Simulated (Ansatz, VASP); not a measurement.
## PtS2 in VASP and in Ansatz

File INCAR:

```
SYSTEM = PtS2
ALGO = Normal
EDIFF = 1E-7
ENCUT = 520
GGA = PS
ISIF = 2
ISMEAR = -1
LASPH = .TRUE.
LCHARG = .FALSE.
LREAL = .FALSE.
LWAVE = .FALSE.
NBANDS = 18
NELM = 60
PREC = Accurate
SIGMA = 0.05
```

The input KPOINTS:

```
k-points
0
G
  9 9 5
  0 0 0
```

POSCAR

```
PtS2
1.0
    3.5194194177      0.0000000000      0.0000000000
   -1.7597097089      3.0479066223      0.0000000000
    0.0000000000      0.0000000000      5.0049815314
Pt S
1 2
Direct
    0.0000000000      0.0000000000      0.0000000000
    0.6666666667      0.3333333333      0.7730000000
    0.3333333333      0.6666666667      0.2270000000
```

The input input.yaml:

```yaml
crystal:
  lattice:
    - [3.5194194177, 0.0, 0.0]
    - [-1.7597097089, 3.0479066223, 0.0]
    - [0.0, 0.0, 5.0049815314]
  atoms:
    - { symbol: Pt, position: [0.0, 0.0, 0.0] }
    - { symbol: S, position: [0.6666666667, 0.3333333333, 0.773] }
    - { symbol: S, position: [0.3333333333, 0.6666666667, 0.227] }
hamiltonian:
  xc: pbesol
  pseudopotentials: { kind: paw }
kpoints:
  mp_grid: { grid: [9, 9, 5] }
scf:
  occupations: { method: fermi_dirac, width: 0.05 }
output:
  forces: true
  stress: true
  eigenvalues: true
```

Change from the starting cell: volume scaled by 0.98.

Alike in both runs: task single point; functional PBEsol; k mesh 9 × 9 × 5; occupations fermi-dirac, width 0.05 eV; no spin polarisation.

```csv
,VASP,Ansatz
version,VASP 6.6.1,Ansatz 0.2.0
potentials or method,"VASP PAW PBE potentials, release 64 (Pt, S)",Ansatz PAW
plane-wave cutoff (eV),520,420
valence electrons in the cell,22,30
```

VASP gave:

- gap on the k mesh at the Fermi level (eV): 0.98
- least direct gap on the mesh (eV): 1.02
- pressure (GPa): 9.6
- largest component of the traceless stress (GPa): 1.50
- rms of the force components (eV/Å): 0.590

Q: Estimate Ansatz's values.

A: gap on the k mesh at the Fermi level (eV): 0.97; least direct gap on the mesh (eV): 1.01; pressure (GPa): 10.0; largest component of the traceless stress (GPa): 1.66; rms of the force components (eV/Å): 0.601.

Atom by atom the forces differ by 0.011 eV/Å (rms over components). The two sets of potentials don't hold the same shells in valence.

Caveats: spin-orbit coupling is left out, which moves the levels of the heavy elements; the PAW data sets were made with another functional, which shifts forces and pressure a little (VASP); an odd mesh through Γ misses points on the zone boundary, where band edges often lie (VASP); odd divisions of the mesh miss points on the zone boundary, where band edges often lie, so the gap on the mesh can be too wide (Ansatz); the PAW data sets come from PBE, with cores solved anew for the run's functional, which leaves a small shift of forces and pressure (Ansatz); forces of over 1 eV/Å show positions far from the minimum, so gaps and moduli don't describe the material at rest (Ansatz).
